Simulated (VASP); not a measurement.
# NiO (Fm-3m) in VASP: a series of runs

Runs on NiO. Level: PBE. Tasks: single point.

Program: VASP 6.6.1. These are calculated values, not measurements. Logs are shortened: lines on timing, memory, paths and dates and some standing lists are left out, and cuts for length are marked.

**What was measured.**

“Local correlations, non-local screening, multiplets, and band formation in NiO”, 2012, arxiv:1210.6675 quotes, for a bulk crystal of NiO: band gap 4.3 eV.

The results are compared with them further down.

### 1 Starting point

Symmetry: Fm-3m, No. 225, cubic system. The conventional cell has a = 4.172 Å, b = 4.172 Å, c = 4.172 Å, α = 90.00°, β = 90.00°, γ = 90.00°. Ni (site symmetry m-3m) has 6 O at 2.09 Å as nearest neighbours. Around O (site symmetry m-3m) lie 6 Ni at 2.09 Å.

### 2 Single point, PBE, collinear spin, ferromagnetic start

INCAR

```
SYSTEM = NiO
  PREC = Accurate
  ENCUT = 520
  EDIFF = 1E-7
  ISMEAR = 0
  SIGMA = 0.02
  LREAL = .False.
  LASPH = .True.
  NELM = 120
  ALGO = Normal
  ISIF = 2
  LWAVE = .False.
  LCHARG = .False.
  ISPIN = 2
  MAGMOM = 2 0
  LORBIT = 11
  LMAXMIX = 4
  GGA = PE
  NBANDS = 19
```

KPOINTS

```
regular mesh
0
Gamma
  14 14 14
  0 0 0
```

POSCAR

```
NiO
1.0
    0.0000000000      2.0859016400      2.0859016400
    2.0859016400      0.0000000000      2.0859016400
    2.0859016400      2.0859016400      0.0000000000
Ni O
1 1
Direct
    0.0000000000      0.0000000000      0.0000000000
    0.5000000000      0.5000000000      0.5000000000
```

Potentials or basis: VASP PAW PBE potentials, release 64 (Ni, O).

Started as:

```
$ cat potpaw_PBE.64/Ni/POTCAR potpaw_PBE.64/O/POTCAR > POTCAR
$ mpirun -np 1 vasp_std > vasp.out
```

OUTCAR:

```text
SYSTEM = NiO
   PREC = Accurate
   ENCUT = 520
   EDIFF = 1E-7
   ISMEAR = 0
   LREAL = .False.
   LASPH = .True.
   NELM = 120
   ISIF = 2
   ISPIN = 2
   LORBIT = 11
   GGA = PE

 ion  position               nearest neighbor table
   1  0.000  0.000  0.000-   2 2.09   2 2.09   2 2.09   2 2.09   2 2.09   2 2.09
   2  0.500  0.500  0.500-   1 2.09   1 2.09   1 2.09   1 2.09   1 2.09   1 2.09

  LATTYP: Found a face centered cubic cell.
 ALAT       =     4.1718032800

  Lattice vectors:

 A1 = (   0.0000000000,   2.0859016400,   2.0859016400)
 A2 = (   2.0859016400,   0.0000000000,   2.0859016400)
 A3 = (   2.0859016400,   2.0859016400,   0.0000000000)

Analysis of symmetry for initial positions (statically):
=====================================================================
 Subroutine PRICEL returns:
 Original cell was already a primitive cell.

 Routine SETGRP: Setting up the symmetry group for a
 face centered cubic supercell.

 Subroutine GETGRP returns: Found 48 space group operations
 (whereof 48 operations were pure point group operations)
 out of a pool of 48 trial point group operations.

The static configuration has the point symmetry O_h .

Analysis of symmetry for dynamics (positions and initial velocities):
=====================================================================
 Subroutine PRICEL returns:
 Original cell was already a primitive cell.

 Routine SETGRP: Setting up the symmetry group for a
 face centered cubic supercell.

 Subroutine GETGRP returns: Found 48 space group operations
 (whereof 48 operations were pure point group operations)
 out of a pool of 48 trial point group operations.

The dynamic configuration has the point symmetry O_h .

Analysis of structural, dynamic, and magnetic symmetry:
=====================================================================
 Subroutine PRICEL returns:
 Original cell was already a primitive cell.

 Routine SETGRP: Setting up the symmetry group for a
 face centered cubic supercell.

 Subroutine GETGRP returns: Found 48 space group operations
 (whereof 48 operations were pure point group operations)
 out of a pool of 48 trial point group operations.

The overall configuration has the point symmetry O_h .

 Subroutine INISYM returns: Found 48 space group operations
 (whereof 48 operations are pure point group operations),
 and found     1 'primitive' translations

----------------------------------------------------------------------------------------

                                     Primitive cell

  volume of cell :      18.1515

  direct lattice vectors                    reciprocal lattice vectors
     0.000000000  2.085901640  2.085901640    -0.239704495  0.239704495  0.239704495
     2.085901640  0.000000000  2.085901640     0.239704495 -0.239704495  0.239704495
     2.085901640  2.085901640  0.000000000     0.239704495  0.239704495 -0.239704495

  length of vectors
     2.949910389  2.949910389  2.949910389     0.415180365  0.415180365  0.415180365

  position of ions in fractional coordinates (direct lattice)
     0.000000000  0.000000000  0.000000000
     0.500000000  0.500000000  0.500000000

  ion indices of the primitive-cell ions
   primitive index   ion index
                 1           1
                 2           2

----------------------------------------------------------------------------------------

 KPOINTS: regular mesh

Automatic generation of k-mesh.
 Grid dimensions read from file:
 generate k-points for:   14   14   14

 Generating k-lattice:

  Cartesian coordinates                     Fractional coordinates (reciprocal lattice)
    -0.017121750  0.017121750  0.017121750     0.071428571  0.000000000  0.000000000
     0.017121750 -0.017121750  0.017121750     0.000000000  0.071428571  0.000000000
     0.017121750  0.017121750 -0.017121750     0.000000000  0.000000000  0.071428571

  Length of vectors
     0.029655740  0.029655740  0.029655740

  Shift w.r.t. Gamma in fractional coordinates (k-lattice)
     0.000000000  0.000000000  0.000000000

 Subroutine IBZKPT returns following result:
 ===========================================

 Found    104 irreducible k-points:

 Following reciprocal coordinates:
            Coordinates               Weight
  0.000000  0.000000  0.000000      1.000000
  0.071429  0.000000  0.000000      8.000000
  0.142857  0.000000  0.000000      8.000000
  0.214286  0.000000  0.000000      8.000000
  0.285714  0.000000  0.000000      8.000000
  0.357143  0.000000  0.000000      8.000000
[... 16 lines left out ...]
  0.214286  0.142857  0.000000     24.000000
  0.285714  0.142857  0.000000     24.000000
 [... further k-points ...]
   k-points           NKPTS =    104   k-points in BZ     NKDIM =    104   number of bands    NBANDS=     19
   number of dos      NEDOS =    301   number of ions     NIONS =      2
   total plane-waves  NPLWV =  13824
   dimension x,y,z NGX =    24 NGY =   24 NGZ =   24
   dimension x,y,z NGXF=    48 NGYF=   48 NGZF=   48
   ions per type =               1   1
   NGX,Y,Z   is equivalent  to a cutoff of  13.53, 13.53, 13.53 a.u.
   NGXF,Y,Z  is equivalent  to a cutoff of  27.05, 27.05, 27.05 a.u.
 SYSTEM =  NiO
   PREC   = accura    normal or accurate (medium, high low for compatibility)
   ISTART =      0    job   : 0-new  1-cont  2-samecut
   ICHARG =      2    charge: 1-file 2-atom 10-const
   ISPIN  =      2    spin polarized calculation?
   LNONCOLLINEAR =      F non collinear calculations
   LSORBIT =      F    spin-orbit coupling
   LASPH  =      T    aspherical Exc in radial PAW
   ENCUT  =  520.0 eV  38.22 Ry    6.18 a.u.   5.48  5.48  5.48*2*pi/ulx,y,z
   NELM   =    120;   NELMIN=  2; NELMDL= -5     # of ELM steps
   EDIFF  = 0.1E-06   stopping-criterion for ELM
   LREAL  =      F    real-space projection
   EDIFFG = 0.1E-05   stopping-criterion for IOM
   NSW    =      0    number of steps for IOM
   IBRION =     -1    ionic relax: 0-MD 1-quasi-New 2-CG
   NFREE  =      0    steps in history (QN), initial steepest desc. (CG)
   ISIF   =      2    stress and relaxation
   ISYM   =      2    0-nonsym 1-usesym 2-fastsym
   POTIM  = 0.5000    time-step for ionic-motion
   TEBEG  =    0.0;   TEEND  =   0.0 temperature during run
   PSTRESS=    0.0 pullay stress
   NELECT =      16.0000    total number of electrons
   NUPDOWN=      -1.0000    fix difference up-down
   EMIN   =  10.00;   EMAX   =-10.00  energy-range for DOS
   EFERMI =   0.00;   METHOD = LEGACY
   ISMEAR =     0;   SIGMA  =   0.02  broadening in eV -4-tet -1-fermi 0-gaus
   EFERMI_NEDOS =   21; number of points for ismear=-14 and -15
   IALGO  =     38    algorithm
   IMIX   =      4    mixing-type and parameters
     AMIX     =   0.40;   BMIX     =  1.00
     AMIX_MAG =   1.60;   BMIX_MAG =  1.00
  volume/ion in A,a.u.               =       9.08        61.25
  Fermi-wavevector in a.u.,A,eV,Ry     =   1.569680  2.966264 33.523312  2.463894
  Thomas-Fermi vector in A             =   2.671526
   LORBIT       =     11    0 simple, 1 ext, 2 COOP (PROOUT), +10 PAW based schemes
   GGA     = PE    functional components
   LHFCALC =     F    Hartree Fock is set to
   AEXX    =    0.0000 exact exchange contribution
   IVDW    =     0    specifies the selected vdW correction
   LEPSILON=     F    determine dielectric tensor
   LRPA    =     F    only Hartree local field effects (RPA)
 spin polarized calculation
 Gauss-broadening in eV      SIGMA  =   0.02
  energy-cutoff  :      520.00
  volume of cell :       18.15
 maximum number of plane-waves:       531
 NGX is ok and might be reduce to    24
   NGX = 11   NGY = 11   NGZ = 11

 number of electron      16.0000001 magnetization       1.6954582

 Free energy of the ion-electron system (eV)
  ---------------------------------------------------
  ext. energy  EPLUGINS =         0.00000000
  ---------------------------------------------------
  free energy    TOTEN  =       -11.47000074 eV

  energy without entropy =      -11.46974145  energy(sigma->0) =      -11.46987110

 E-fermi :   7.9757     XC(G=0): -12.6998

 val. band max:        7.9672101377   @ k =   0.4286   0.1429   0.0714
 cond. band min:       7.9769097603   @ k =  -0.2143   0.2857   0.0714
 fundamental gap:      0.0096996227
 Fermi energy:         7.9756739547

 spin component 1

 k-point     1 :       0.0000    0.0000    0.0000
  band No.  band energies     occupation
      1     -12.4627      1.00000
      2       4.8622      1.00000
      3       4.8623      1.00000
      4       4.9271      1.00000
      5       4.9271      1.00000
      6       4.9271      1.00000
[... 11 lines left out ...]
     18      33.9221      0.00000
     19      33.9221      0.00000
[... 485 lines left out ...]
 k-point    24 :       0.2857    0.1429    0.0000
  band No.  band energies     occupation
      1     -11.7441      1.00000
      2       1.4587      1.00000
      3       3.0584      1.00000
      4       3.2722      1.00000
      5       5.2904      1.00000
      6       5.5245      1.00000
[... 11 lines left out ...]
     18      38.0236      0.00000
     19      38.8899      0.00000

 [... further k-points ...]

 spin component 2

 k-point     1 :       0.0000    0.0000    0.0000
  band No.  band energies     occupation
      1     -12.0431      1.00000
      2       5.4134      1.00000
      3       5.4134      1.00000
      4       5.4134      1.00000
      5       6.1050      1.00000
      6       6.1052      1.00000
[... 11 lines left out ...]
     18      34.5061      0.00000
     19      34.5063      0.00000
[... 485 lines left out ...]
 k-point    24 :       0.2857    0.1429    0.0000
  band No.  band energies     occupation
      1     -11.3001      1.00000
      2       2.0775      1.00000
      3       3.8292      1.00000
      4       4.0928      1.00000
      5       6.1013      1.00000
      6       6.9416      1.00000
[... 11 lines left out ...]
     18      38.4968      0.00000
     19      39.3943      0.00000

 [... further k-points ...]
[... 5 lines left out ...]
  --------------------------------------------------------------------------------------
  -------------------------------------------------------------------------------------
  Total        0.5973619      0.5973619      0.5973619     -0.0000000      0.0000000     -0.0000000
  in kB       52.7274369     52.7274369     52.7274369     -0.0000000      0.0000000     -0.0000000
  external PRESSURE =      52.7274369 kB  Pullay stress =       0.0000000 kB

 VOLUME and BASIS-vectors are now :
 -----------------------------------------------------------------------------
  energy-cutoff  :      520.00
  volume of cell :       18.15
      direct lattice vectors                 reciprocal lattice vectors
     0.000000000  2.085901640  2.085901640    -0.239704495  0.239704495  0.239704495
     2.085901640  0.000000000  2.085901640     0.239704495 -0.239704495  0.239704495
     2.085901640  2.085901640  0.000000000     0.239704495  0.239704495 -0.239704495

 POSITION                                       TOTAL-FORCE (eV/Angst)
 -----------------------------------------------------------------------------------
      0.00000      0.00000      0.00000         0.000000     -0.000000      0.000000
      2.08590      2.08590      2.08590        -0.000000      0.000000     -0.000000
 -----------------------------------------------------------------------------------
    total drift:                                0.000000     -0.000000     -0.000000

  FREE ENERGIE OF THE ION-ELECTRON SYSTEM (eV)
  ---------------------------------------------------
  free  energy   TOTEN  =       -11.4700007381 eV

  energy  without entropy=      -11.4697414548  energy(sigma->0) =      -11.46987110

 total charge

# of ion       s       p       d       tot
------------------------------------------
    1        0.333   0.407   8.256   8.995
    2        1.557   3.422   0.000   4.979
--------------------------------------------------
tot          1.890   3.829   8.256  13.975

 magnetization (x)

# of ion       s       p       d       tot
------------------------------------------
    1        0.012   0.015   1.371   1.397
    2        0.028   0.228   0.000   0.256
--------------------------------------------------
tot          0.039   0.243   1.371   1.653
```

Wall time 40 s (1 thread of Intel Xeon Platinum 8488C (Sapphire Rapids), shared host); peak memory 0.19 GiB.

Results:

```
Free energy                                           : -11.4700 eV
Pressure                                              : 5.3 GPa
Band gap on the k mesh                                : none (metal or under the smearing width)
Net moment                                            : 1.70 μB per cell
Site moments                                          : Ni +1.40; O +0.26 μB
Valence electrons inside the program's atomic spheres : Ni 8.99; O 4.98
```

Caveat: a cell with one magnetic atom can't hold antiferromagnetic order, which such compounds often take; semilocal functionals often make such compounds metallic where correlation or magnetic order opens a gap, which also shifts bond lengths.

### 3 Single point, PBE, collinear spin, ferromagnetic start

INCAR is that of step 2.

KPOINTS

```
regular mesh
0
Gamma
  18 18 18
  0 0 0
```

POSCAR is that of step 2.

Potentials or basis: VASP PAW PBE potentials, release 64 (Ni, O).

Started as:

```
$ cat potpaw_PBE.64/Ni/POTCAR potpaw_PBE.64/O/POTCAR > POTCAR
$ mpirun -np 1 vasp_std > vasp.out
```

It took 69 s on 1 thread of Intel Xeon Platinum 8488C (Sapphire Rapids), shared host; peak memory 0.23 GiB.

The run converged. Its results:

```
Free energy                                           : -11.4698 eV
Pressure                                              : 5.3 GPa
Band gap on the k mesh                                : none (metal or under the smearing width)
Net moment                                            : 1.70 μB per cell
Site moments                                          : Ni +1.40; O +0.25 μB
Valence electrons inside the program's atomic spheres : Ni 8.99; O 4.98
```

Levels at points of the mesh, in eV from the Fermi level:
Spin up:
| k point | band 7 | band 8 | band 9 | band 10 | band 11 | band 12 |
| --- | --- | --- | --- | --- | --- | --- |
| (0.00, 0.00, 0.00) | -2.67 | -2.67 | -2.67 | 1.52 | 17.83 | 18.92 |
| (0.50, 0.00, 0.00) | -1.44 | 0.28 | 0.28 | 5.57 | 9.96 | 14.00 |
| (0.50, 0.50, 0.00) | -2.23 | -1.66 | -1.66 | 6.12 | 10.55 | 12.21 |
Spin down:
```tsv
k point	band 5	band 6	band 7	band 8	band 9	band 10
(0.00, 0.00, 0.00)	-1.88	-1.88	-1.88	-0.66	-0.66	1.86
(0.50, 0.00, 0.00)	-0.99	-0.99	-0.61	2.17	2.17	5.73
(0.50, 0.50, 0.00)	-2.86	-0.79	-0.79	-0.24	0.31	6.57
```

Caveat: a cell with one magnetic atom can't hold antiferromagnetic order, which such compounds often take; semilocal functionals often make such compounds metallic where correlation or magnetic order opens a gap, which also shifts bond lengths.

### 4 Comparison with measurements

Step 2. Against the measured gap of NiO, 4.3 eV (quoted in “Local correlations, non-local screening, multiplets, and band formation in NiO”, 2012, arxiv:1210.6675), the calculated 0.00 eV is off by -4.30 eV. So large a miss can be the level of theory's own, or it may mean another phase, state or a wrong row. The value is that of PBE on a finite k mesh, which can miss the band edges, without temperature or zero-point motion. Semilocal functionals fall short of measured gaps as a rule. The run's magnetic order (collinear spin, ferromagnetic start) needn't be the measured crystal's.

Step 3. Against the measured gap of NiO, 4.3 eV (quoted in “Local correlations, non-local screening, multiplets, and band formation in NiO”, 2012, arxiv:1210.6675), the calculated 0.00 eV is off by -4.30 eV. So large a miss can be the level of theory's own, or it may mean another phase, state or a wrong row. The value is that of PBE on a finite k mesh, which can miss the band edges, without temperature or zero-point motion. Semilocal functionals fall short of measured gaps as a rule. The run's magnetic order (collinear spin, ferromagnetic start) needn't be the measured crystal's.
